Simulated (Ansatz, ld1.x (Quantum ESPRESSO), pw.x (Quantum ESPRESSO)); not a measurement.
Equation-of-state test of one TM potential (P)

phosphorus, norm-conserving Troullier–Martins (Kleinman–Bylander form), made with ld1.x (Quantum ESPRESSO) 7.5 (PBE, scalar-relativistic). Core [Ne], reference 3s2 3p2 (charge +1). Waves: 3s (bound): rc 1.55 bohr; 3p (bound): rc 1.80 bohr. Local part: all-electron potential smoothed inside 1.30 bohr (lloc = -2). Core correction: a·sin(br)/r model core inside 1.55 bohr.

Atomic tests: cutoffs needed: 21 Ry and 50 Ry (the cutoffs (Ry, on a coarse ladder) from which the occupation-weighted sum of valence levels, in a spherical-Bessel basis at the reference potential, stays within 10 and 1 mRy of its value at 400 Ry); ghost test: no extra level below or beside the all-electron valence levels (s, p, d, f tested) (spherical-Bessel basis up to 400 Ry, 20 bohr box); largest excitation error: +140 meV (all-electron minus pseudo) for 3s1 3p0, out of 7 test configurations.

Crystal test: diamond P in pw.x 7.5, no spin, 8³ k-points, Fermi–Dirac smearing 0.01 Ry, cutoffs 60/240 Ry. The reference is all-electron LAPW (Ansatz 0.2.0) with the same functional, mesh and smearing; V0 and B0 come from Birch–Murnaghan fits to the pressures at five volumes. Errors are pseudo minus all-electron; Δ is the rms difference of the E(V) curves that follow from these fits, minima aligned, over ±6 % about the mean V0. Mesh and smearing are coarse, so the numbers serve the comparison and aren't converged zero-temperature values; the lattice is a test structure that the element need not adopt.

All-electron: a0 = 5.504 Å (V0 = 20.84 Å³/atom), B0 = 41.6 GPa.

Question: How far does the potential miss the all-electron equation of state?

Answer: mean pressure error (GPa): +3.45. The pressure does not cross zero within the volumes sampled, so no fit is given. This is a poor potential for the solid.

```
V (Å³/atom)  P all-electron (GPa)  P pseudo (GPa)
     19.902                  1.99            6.24
     20.425                  0.85            4.66
     20.949                 -0.21            3.19
     21.473                 -1.21            1.84
     21.996                 -2.14            0.61
```

Question: At the middle volume, how do free energy and pressure move when the wave cutoff is lowered (ecutrho kept at four times it)?

Answer:

```json
{"cutoff (Ry)": "27", "shift of F (meV/atom)": "+95.2", "shift of P (GPa)": "-0.46"}
{"cutoff (Ry)": "36", "shift of F (meV/atom)": "+50.9", "shift of P (GPa)": "-1.07"}
{"cutoff (Ry)": "48", "shift of F (meV/atom)": "+6.5", "shift of P (GPa)": "-0.38"}
```

The run at the middle volume (29 k-points, 8 iterations) took about 9.3 s on one core of a shared host (Intel(R) Xeon(R) Platinum 8488C, 96 threads, 744 GiB, load 56).
